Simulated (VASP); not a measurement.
# Zn (P6_3/mmc) in VASP: further runs

One crystal, Zn, is run at these levels: PBE; tasks: relaxation of cell and atoms, relaxation of shape and atoms at fixed volume.

All numbers are computed with VASP 6.6.1; they aren't measurements. Logs are shortened: lines on timing, memory, paths and dates and some standing lists are left out, and cuts for length are marked.

### 1 Starting point

Symmetry: P6_3/mmc, No. 194, hexagonal system. The conventional cell has a = 2.634 Å, b = 2.634 Å, c = 5.117 Å, α = 90.00°, β = 90.00°, γ = 120.00°. Zn (site symmetry -6m2) has 12 Zn at 2.63 to 2.98 Å as nearest neighbours.

### 2 Relaxation of cell and atoms, PBE

INCAR

```
ALGO = Normal
EDIFF = 1E-7
EDIFFG = -0.005
ENCUT = 600
GGA = PE
IBRION = 2
ISIF = 3
ISMEAR = 1
LASPH = T
LCHARG = F
LREAL = F
LWAVE = F
NELM = 80
NSW = 90
PREC = Accurate
SIGMA = 0.1
```

KPOINTS

```
k-points
0
Gamma
  18 18 8
```

POSCAR

```
Zn                                      
1.0
    2.6342133679      0.0000000000      0.0000000000
   -1.3171066840      2.2812956956      0.0000000000
   -0.0000000000      0.0000000000      5.1170851719
  Zn            
     2
Direct
     0.3333333332999970    0.6666666667000030    0.2500000000000000
     0.6666666667000030    0.3333333332999970    0.7500000000000000
```

Potentials or basis: VASP PAW PBE potentials, release 64 (Zn).

Launch:

```console
cat potpaw_PBE.64/Zn/POTCAR > POTCAR
mpirun -np 1 vasp_std > vasp.out
```

OUTCAR:

```text
EDIFF = 1E-7
   EDIFFG = -0.005
   ENCUT = 600
   GGA = PE
   IBRION = 2
   ISIF = 3
   ISMEAR = 1
   LASPH = T
   LREAL = F
   NELM = 80
   NSW = 90
   PREC = Accurate

 ion  position               nearest neighbor table
   1  0.333  0.667  0.250-   2 2.98   2 2.98   2 2.98   2 2.98   2 2.98   2 2.98
   2  0.667  0.333  0.750-   1 2.98   1 2.98   1 2.98   1 2.98   1 2.98   1 2.98

  LATTYP: Found a hexagonal cell.
 ALAT       =     2.6342133679
 C/A-ratio  =     1.9425477200

  Lattice vectors:

 A1 = (   2.6342133679,   0.0000000000,   0.0000000000)
 A2 = (  -1.3171066840,   2.2812956956,   0.0000000000)
 A3 = (   0.0000000000,   0.0000000000,   5.1170851719)

Analysis of symmetry for initial positions (statically):
=====================================================================
 Subroutine PRICEL returns:
 Original cell was already a primitive cell.

 Routine SETGRP: Setting up the symmetry group for a
 hexagonal supercell.

 Subroutine GETGRP returns: Found 24 space group operations
 (whereof 12 operations were pure point group operations)
 out of a pool of 24 trial point group operations.

The static configuration has the point symmetry D_3d.
 The point group associated with its full space group is D_6h.

Analysis of symmetry for dynamics (positions and initial velocities):
=====================================================================
 Subroutine PRICEL returns:
 Original cell was already a primitive cell.

 Routine SETGRP: Setting up the symmetry group for a
 hexagonal supercell.

 Subroutine GETGRP returns: Found 24 space group operations
 (whereof 12 operations were pure point group operations)
 out of a pool of 24 trial point group operations.

The dynamic configuration has the point symmetry D_3d.
 The point group associated with its full space group is D_6h.

 Subroutine INISYM returns: Found 24 space group operations
 (whereof 12 operations are pure point group operations),
 and found     1 'primitive' translations

----------------------------------------------------------------------------------------

                                     Primitive cell

  volume of cell :      30.7507

  direct lattice vectors                    reciprocal lattice vectors
     2.634213368  0.000000000  0.000000000     0.379619970  0.219173692  0.000000000
    -1.317106684  2.281295696  0.000000000     0.000000000  0.438347384  0.000000000
     0.000000000  0.000000000  5.117085172     0.000000000  0.000000000  0.195423755

  length of vectors
     2.634213368  2.634213368  5.117085172     0.438347384  0.438347384  0.195423755

  position of ions in fractional coordinates (direct lattice)
     0.333333333  0.666666667  0.250000000
     0.666666667  0.333333333  0.750000000

  ion indices of the primitive-cell ions
   primitive index   ion index
                 1           1
                 2           2

----------------------------------------------------------------------------------------

 KPOINTS: k-points

Automatic generation of k-mesh.
 Grid dimensions read from file:
 generate k-points for:   18   18    8

 Generating k-lattice:

  Cartesian coordinates                     Fractional coordinates (reciprocal lattice)
     0.021089998  0.012176316  0.000000000     0.055555556  0.000000000  0.000000000
     0.000000000  0.024352632  0.000000000     0.000000000  0.055555556  0.000000000
     0.000000000  0.000000000  0.024427969     0.000000000  0.000000000  0.125000000

  Length of vectors
     0.024352632  0.024352632  0.024427969

  Shift w.r.t. Gamma in fractional coordinates (k-lattice)
     0.000000000  0.000000000  0.000000000

 Subroutine IBZKPT returns following result:
 ===========================================

 Found    185 irreducible k-points:

 Following reciprocal coordinates:
            Coordinates               Weight
[... 45 lines left out ...]
   EDIFFG = -.5E-02   stopping-criterion for IOM
   NSW    =     90    number of steps for IOM
   IBRION =      2    ionic relax: 0-MD 1-quasi-New 2-CG
   NFREE  =      1    steps in history (QN), initial steepest desc. (CG)
   ISIF   =      3    stress and relaxation
   ISYM   =      2    0-nonsym 1-usesym 2-fastsym
   POTIM  = 0.5000    time-step for ionic-motion
   TEBEG  =    0.0;   TEEND  =   0.0 temperature during run
   PSTRESS=    0.0 pullay stress
   NELECT =      24.0000    total number of electrons
   NUPDOWN=      -1.0000    fix difference up-down
   EMIN   =  10.00;   EMAX   =-10.00  energy-range for DOS
   EFERMI =   0.00;   METHOD = LEGACY
   ISMEAR =     1;   SIGMA  =   0.10  broadening in eV -4-tet -1-fermi 0-gaus
   EFERMI_NEDOS =   21; number of points for ismear=-14 and -15
   IALGO  =     38    algorithm
   IMIX   =      4    mixing-type and parameters
     AMIX     =   0.40;   BMIX     =  1.00
     AMIX_MAG =   1.60;   BMIX_MAG =  1.00
  volume/ion in A,a.u.               =      15.38       103.76
  Fermi-wavevector in a.u.,A,eV,Ry     =   1.507279  2.848343 30.910921  2.271889
  Thomas-Fermi vector in A             =   2.617886
   LORBIT       =      0    0 simple, 1 ext, 2 COOP (PROOUT), +10 PAW based schemes
   GGA     = PE    functional components
   LHFCALC =     F    Hartree Fock is set to
   AEXX    =    0.0000 exact exchange contribution
   IVDW    =     0    specifies the selected vdW correction
   LEPSILON=     F    determine dielectric tensor
   LRPA    =     F    only Hartree local field effects (RPA)
 conjugate gradient relaxation of ions
 non-spin polarized calculation
 Methfessel and Paxton  Order N= 1 SIGMA  =   0.10
  energy-cutoff  :      600.00
  volume of cell :       30.75
 maximum number of plane-waves:      1044
 NGX is ok and might be reduce to    24
   NGX = 11   NGY = 11   NGZ = 21

--------------------------------------- Ionic step        1  -------------------------------------------

 number of electron      23.9999998 magnetization

 Free energy of the ion-electron system (eV)
  ---------------------------------------------------
  ext. energy  EPLUGINS =         0.00000000
  ---------------------------------------------------
  free energy    TOTEN  =        -2.21942021 eV

  energy without entropy =       -2.21951841  energy(sigma->0) =       -2.21945294

------------------------ aborting loop because EDIFF is reached ----------------------------------------

  FORCE on cell =-STRESS in cart. coord.  units (eV):
  Direction    XX          YY          ZZ          XY          YZ          ZX
  --------------------------------------------------------------------------------------
  -------------------------------------------------------------------------------------
  Total        0.0307719      0.0307719      0.0041360     -0.0000000     -0.0000000      0.0000000
  in kB        1.6032836      1.6032836      0.2154928     -0.0000000     -0.0000000      0.0000000
  external PRESSURE =       1.1406867 kB  Pullay stress =       0.0000000 kB

 VOLUME and BASIS-vectors are now :
 -----------------------------------------------------------------------------
  energy-cutoff  :      600.00
  volume of cell :       30.75
      direct lattice vectors                 reciprocal lattice vectors
     2.634213368  0.000000000  0.000000000     0.379619970  0.219173692  0.000000000
    -1.317106684  2.281295696  0.000000000     0.000000000  0.438347384  0.000000000
     0.000000000  0.000000000  5.117085172     0.000000000  0.000000000  0.195423755

 POSITION                                       TOTAL-FORCE (eV/Angst)
 -----------------------------------------------------------------------------------
     -0.00000      1.52086      1.27927        -0.000000     -0.000000      0.000000
      1.31711      0.76043      3.83781         0.000000      0.000000     -0.000000
 -----------------------------------------------------------------------------------
    total drift:                               -0.000000      0.000000      0.000000

  FREE ENERGIE OF THE ION-ELECTRON SYSTEM (eV)
  ---------------------------------------------------
  free  energy   TOTEN  =        -2.2194202136 eV

  energy  without entropy=       -2.2195184060  energy(sigma->0) =       -2.21945294

--------------------------------------- Ionic step        2  -------------------------------------------

 number of electron      23.9999997 magnetization

 Free energy of the ion-electron system (eV)
  ---------------------------------------------------
  ext. energy  EPLUGINS =         0.00000000
  ---------------------------------------------------
  free energy    TOTEN  =        -2.21943761 eV

  energy without entropy =       -2.21953603  energy(sigma->0) =       -2.21947041

 E-fermi :   3.0050     XC(G=0): -11.4748

 val. band max:        3.0032748679   @ k =   0.0556   0.0556   0.2500
 cond. band min:       3.0155220007   @ k =   0.3333   0.1111   0.0000
 fundamental gap:      0.0122471328
 Fermi energy:         3.0050057969

 k-point     1 :       0.0000    0.0000    0.0000
  band No.  band energies     occupation
      1      -7.2997      2.00000
      2      -5.6424      2.00000
      3      -4.9349      2.00000
      4      -4.6639      2.00000
      5      -4.6639      2.00000
      6      -4.6251      2.00000
[... 433 lines left out ...]
      3      -5.0837      2.00000
      4      -4.6850      2.00000
      5      -4.4981      2.00000
      6      -4.4959      2.00000
[... 8 lines left out ...]
     15       8.2021      0.00000
     16       9.8315      0.00000

 [... further k-points ...]
[... 5 lines left out ...]
  --------------------------------------------------------------------------------------
  -------------------------------------------------------------------------------------
  Total       -0.0036531     -0.0036531     -0.0029861      0.0000000     -0.0000000      0.0000000
  in kB       -0.1900327     -0.1900327     -0.1553356      0.0000000     -0.0000000      0.0000000
  external PRESSURE =      -0.1784670 kB  Pullay stress =       0.0000000 kB

 VOLUME and BASIS-vectors are now :
 -----------------------------------------------------------------------------
  energy-cutoff  :      600.00
  volume of cell :       30.80
      direct lattice vectors                 reciprocal lattice vectors
     2.636168639 -0.000000000  0.000000000     0.379338402  0.219011129  0.000000000
    -1.318084320  2.282989010  0.000000000     0.000000000  0.438022257  0.000000000
     0.000000000 -0.000000000  5.117595678    -0.000000000 -0.000000000  0.195404261

 POSITION                                       TOTAL-FORCE (eV/Angst)
 -----------------------------------------------------------------------------------
     -0.00000      1.52199      1.27940        -0.000000      0.000000      0.000000
      1.31808      0.76100      3.83820         0.000000     -0.000000     -0.000000
 -----------------------------------------------------------------------------------
    total drift:                               -0.000000      0.000000      0.000000

  FREE ENERGIE OF THE ION-ELECTRON SYSTEM (eV)
  ---------------------------------------------------
  free  energy   TOTEN  =        -2.2194376059 eV

  energy  without entropy=       -2.2195360268  energy(sigma->0) =       -2.21947041

 reached required accuracy - stopping structural energy minimisation
```

Wall time 91 s (1 thread of Intel Xeon Platinum 8488C (Sapphire Rapids), shared host); peak memory 0.23 GiB.

What came out:

```yaml
Free_energy: -2.2194 eV
Relaxed_volume: 15.40 Å³/atom
Relaxed_cell: a = 2.636 Å, b = 2.636 Å, c = 5.118 Å, α = 90.00°, β = 90.00°, γ = 120.00°
Space_group_after_relaxing_to_0.05_Å: P6_3/mmc (No. 194)
Energy_gained_by_relaxing: 0.0 meV/atom
Ionic_steps: 2
Pressure_after_relaxing: 0.0 GPa
Band_gap_on_the_k_mesh: none (metal or under the smearing width)
```

Final structure:
```
CELL_PARAMETERS angstrom
2.63617 0.00000 0.00000
-1.31808 2.28299 0.00000
0.00000 0.00000 5.11760
ATOMIC_POSITIONS crystal
Zn 0.33333 0.66667 0.25000
Zn 0.66667 0.33333 0.75000
```

Levels at points of the mesh, in eV from the Fermi level:
```
           k point  band 10  band 11  band 12  band 13  band 14  band 15
(0.00, 0.00, 0.00)    -7.08    -7.08    -3.74    -3.53    12.08    15.91
(0.50, 0.00, 0.00)    -6.85    -2.64    -1.93     2.34     3.58     3.81
(0.00, 0.00, 0.50)    -7.15    -7.15    -7.15     3.75     3.75    19.39
(0.50, 0.00, 0.50)    -6.86    -1.75    -1.75     0.28     0.28     9.52
```

(Continued in part 2 of 3.)
